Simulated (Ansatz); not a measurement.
**IrO2: computed DOS**

```cif
data_structure
_symmetry_space_group_name_H-M 'P 1'
_symmetry_Int_Tables_number 1
_cell_length_a 4.4990
_cell_length_b 4.4990
_cell_length_c 3.1460
_cell_angle_alpha 90.000
_cell_angle_beta 90.000
_cell_angle_gamma 90.000
_cell_volume 63.68
loop_
_atom_site_label
_atom_site_type_symbol
_atom_site_fract_x
_atom_site_fract_y
_atom_site_fract_z
_atom_site_occupancy
Ir1 Ir 0.00000 0.00000 0.00000 1
Ir2 Ir 0.50000 0.50000 0.50000 1
O1 O 0.31100 0.31100 0.00000 1
O2 O 0.18900 0.81100 0.50000 1
O3 O 0.68900 0.68900 0.00000 1
O4 O 0.81100 0.18900 0.50000 1
```

The runs use the primitive cell with vectors (4.499, 0.000, 0.000), (0.000, 4.499, 0.000), (0.000, 0.000, 3.146) Å, to which the k mesh refers.

The cell comes from COD entry 1538153, which wasn't checked; take it as a given geometry. It is an old determination, and later ones may differ.

No spin–orbit coupling, which matters for the heavy atoms here.

Level of theory: DFT, PBE, all-electron LAPW, scalar-relativistic in Ansatz 0.2.0.

The runs use a Γ-centred 8×8×11 k mesh, Fermi–Dirac smearing of 0.05 eV, basis error target 0.5 meV/atom, no spin polarisation.

States per eV and cell, averaged over 0.4 eV, from -9.8 to 6.8 eV, with energies (bin centres) from the Fermi level; empty bins are left out. The partial columns, the largest 3 alone, are projections on Löwdin-orthogonalised atomic shells (those that the program's projection atoms carry: the occupied ones and, for some elements, an empty d or f shell; other empty shells have no column), summed over atoms of an element. Weights on diffuse s and p shells depend on that basis and aren't pure angular character.

```json
{"E (eV)": "-9.7", "total": "0.76", "O 2p": "0.45", "Ir 5d": "0.25", "Ir 6s": "0.05"}
{"E (eV)": "-9.3", "total": "1.48", "O 2p": "0.88", "Ir 5d": "0.49", "Ir 6s": "0.08"}
{"E (eV)": "-8.9", "total": "1.98", "O 2p": "1.23", "Ir 5d": "0.62", "Ir 6s": "0.09"}
{"E (eV)": "-8.5", "total": "4.71", "O 2p": "2.94", "Ir 5d": "1.40", "Ir 6s": "0.29"}
{"E (eV)": "-8.1", "total": "7.87", "O 2p": "4.73", "Ir 5d": "2.95", "Ir 6s": "0.10"}
{"E (eV)": "-7.7", "total": "3.37", "O 2p": "2.10", "Ir 5d": "1.13", "Ir 6s": "0.09"}
{"E (eV)": "-7.3", "total": "2.42", "O 2p": "1.62", "Ir 5d": "0.65", "Ir 6s": "0.09"}
{"E (eV)": "-6.9", "total": "2.84", "O 2p": "1.93", "Ir 5d": "0.73", "Ir 6s": "0.09"}
{"E (eV)": "-6.5", "total": "3.09", "O 2p": "2.14", "Ir 5d": "0.76", "Ir 6s": "0.08"}
{"E (eV)": "-6.1", "total": "2.92", "O 2p": "2.05", "Ir 5d": "0.73", "Ir 6s": "0.05"}
{"E (eV)": "-5.7", "total": "5.27", "O 2p": "3.88", "Ir 5d": "1.16", "Ir 6s": "0.06"}
{"E (eV)": "-5.3", "total": "5.07", "O 2p": "3.72", "Ir 5d": "1.19", "Ir 6s": "0.04"}
{"E (eV)": "-4.9", "total": "4.83", "O 2p": "3.51", "Ir 5d": "1.21", "Ir 6s": "0.03"}
{"E (eV)": "-4.5", "total": "3.81", "O 2p": "2.90", "Ir 5d": "0.83", "Ir 6s": "0.02"}
{"E (eV)": "-4.1", "total": "3.35", "O 2p": "2.63", "Ir 5d": "0.65", "Ir 6s": "0.02"}
{"E (eV)": "-3.7", "total": "3.27", "O 2p": "2.69", "Ir 5d": "0.52", "Ir 6s": "0.01"}
{"E (eV)": "-3.3", "total": "2.09", "O 2p": "1.81", "Ir 5d": "0.25", "Ir 6s": "0.00"}
{"E (eV)": "-2.9", "total": "0.73", "O 2p": "0.62", "Ir 5d": "0.10", "Ir 6s": "0.00"}
{"E (eV)": "-2.5", "total": "1.41", "O 2p": "0.32", "Ir 5d": "1.07", "Ir 6s": "0.01"}
{"E (eV)": "-2.1", "total": "4.26", "O 2p": "0.81", "Ir 5d": "3.36", "Ir 6s": "0.05"}
{"E (eV)": "-1.7", "total": "7.86", "O 2p": "1.39", "Ir 5d": "6.24", "Ir 6s": "0.12"}
{"E (eV)": "-1.3", "total": "5.16", "O 2p": "1.42", "Ir 5d": "3.62", "Ir 6s": "0.06"}
{"E (eV)": "-0.9", "total": "2.14", "O 2p": "0.76", "Ir 5d": "1.34", "Ir 6s": "0.01"}
{"E (eV)": "-0.5", "total": "2.08", "O 2p": "0.84", "Ir 5d": "1.20", "Ir 6s": "0.01"}
{"E (eV)": "-0.1", "total": "3.05", "O 2p": "1.28", "Ir 5d": "1.71", "Ir 6s": "0.02"}
{"E (eV)": "0.3", "total": "3.11", "O 2p": "1.34", "Ir 5d": "1.71", "Ir 6s": "0.01"}
{"E (eV)": "0.7", "total": "0.93", "O 2p": "0.40", "Ir 5d": "0.51", "Ir 6s": "0.00"}
{"E (eV)": "1.1", "total": "0.30", "O 2p": "0.07", "Ir 5d": "0.19", "Ir 6s": "0.00"}
{"E (eV)": "1.5", "total": "1.52", "O 2p": "0.18", "Ir 5d": "1.04", "Ir 6s": "0.01"}
{"E (eV)": "1.9", "total": "1.91", "O 2p": "0.38", "Ir 5d": "1.21", "Ir 6s": "0.02"}
{"E (eV)": "2.3", "total": "2.30", "O 2p": "0.57", "Ir 5d": "1.38", "Ir 6s": "0.03"}
{"E (eV)": "2.7", "total": "2.12", "O 2p": "0.60", "Ir 5d": "1.19", "Ir 6s": "0.06"}
{"E (eV)": "3.1", "total": "1.91", "O 2p": "0.63", "Ir 5d": "1.04", "Ir 6s": "0.04"}
{"E (eV)": "3.5", "total": "2.73", "O 2p": "1.05", "Ir 5d": "1.45", "Ir 6s": "0.03"}
{"E (eV)": "3.9", "total": "3.25", "O 2p": "1.38", "Ir 5d": "1.68", "Ir 6s": "0.03"}
{"E (eV)": "4.3", "total": "3.13", "O 2p": "1.41", "Ir 5d": "1.60", "Ir 6s": "0.02"}
{"E (eV)": "4.7", "total": "0.85", "O 2p": "0.33", "Ir 5d": "0.37", "Ir 6s": "0.09"}
{"E (eV)": "5.1", "total": "0.10", "O 2p": "0.04", "Ir 5d": "0.04", "Ir 6s": "0.01"}
{"E (eV)": "5.5", "total": "0.28", "O 2p": "0.08", "Ir 5d": "0.08", "Ir 6s": "0.08"}
{"E (eV)": "5.9", "total": "0.26", "O 2p": "0.04", "Ir 5d": "0.03", "Ir 6s": "0.13"}
{"E (eV)": "6.3", "total": "0.29", "O 2p": "0.04", "Ir 5d": "0.02", "Ir 6s": "0.16"}
{"E (eV)": "6.7", "total": "0.36", "O 2p": "0.06", "Ir 5d": "0.02", "Ir 6s": "0.21"}
```

(1) Which of the resolved shells contributes most within 0.3 eV of the Fermi level?

(2) Where is the centre of the filled Ir 5d states between -14 eV and the top of the filled states?

Results:

(1) Ir 5d, with 56 % of all states there; O 2p follows with 42 %.

(2) -3.85 eV from the Fermi level.
